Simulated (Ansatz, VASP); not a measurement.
## HfN in VASP and in Ansatz

The input INCAR:

```
SYSTEM = HfN
  PREC = Accurate
  ENCUT = 520
  EDIFF = 1E-6
  ISMEAR = 0
  SIGMA = 0.15
  LREAL = .FALSE.
  LASPH = .TRUE.
  NELM = 80
  ALGO = Normal
  ISIF = 2
  LWAVE = .FALSE.
  LCHARG = .FALSE.
  GGA = PS
  NBANDS = 14
```

KPOINTS

```
regular mesh
0
G
  16 16 16
  0 0 0
```

The input POSCAR:

```
HfN
1.0
    0.0000000000      2.2584362400      2.4548220000
    2.2584362400      0.0000000000      2.4548220000
    2.2584362400      2.2584362400      0.0000000000
Hf N
1 1
Direct
    0.0000000000      0.0000000000      0.0000000000
    0.7500000000      0.7500000000      0.7500000000
```

Input for Ansatz:

```yaml
crystal:
  lattice:
    - [0.0, 2.25843624, 2.454822]
    - [2.25843624, 0.0, 2.454822]
    - [2.25843624, 2.25843624, 0.0]
  atoms:
    - { symbol: Hf, position: [0.0, 0.0, 0.0] }
    - { symbol: "N", position: [0.75, 0.75, 0.75] }
basis:
  ecutwfc: 420
kpoints:
  mp_grid: { grid: [16, 16, 16] }
hamiltonian:
  xc: pbesol
scf:
  occupations: { method: gaussian, width: 0.15 }
output:
  forces: true
  stress: true
  eigenvalues: true
```

Change from the starting cell: strain -0.080 along x and y, +0.000 along z, atoms carried along.

Alike in both runs: task single point; functional PBEsol; k mesh 16 × 16 × 16; occupations gaussian, width 0.15 eV; no spin polarisation.

```csv
,VASP,Ansatz
version,VASP 6.6.1,Ansatz 0.2.0
potentials or method,"VASP PAW PBE potentials, release 64 (Hf_pv, N)","scalar-relativistic, plane waves, PAW"
plane-wave cutoff (eV),520,420
valence electrons in the cell,15,31
```

Ansatz gave:

- gap on the k mesh at the Fermi level (eV): none
- pressure (GPa): 37.2
- largest component of the traceless stress (GPa): 8.82

Problem. Which values does VASP return?

Solution. gap on the k mesh at the Fermi level (eV): none; pressure (GPa): 37.0; largest component of the traceless stress (GPa): 8.74.

A gap of «none» marks a metal or a gap that the smearing closes. The two sets of potentials don't hold the same shells in valence.

Caveats: so large a pressure means that the cell lies far from this level's equilibrium, or that cutoff or potentials fall short (VASP); the potentials were made for another functional, which shifts forces and pressure (VASP). The runs have no spin-orbit coupling, so splittings on Hf are missing.
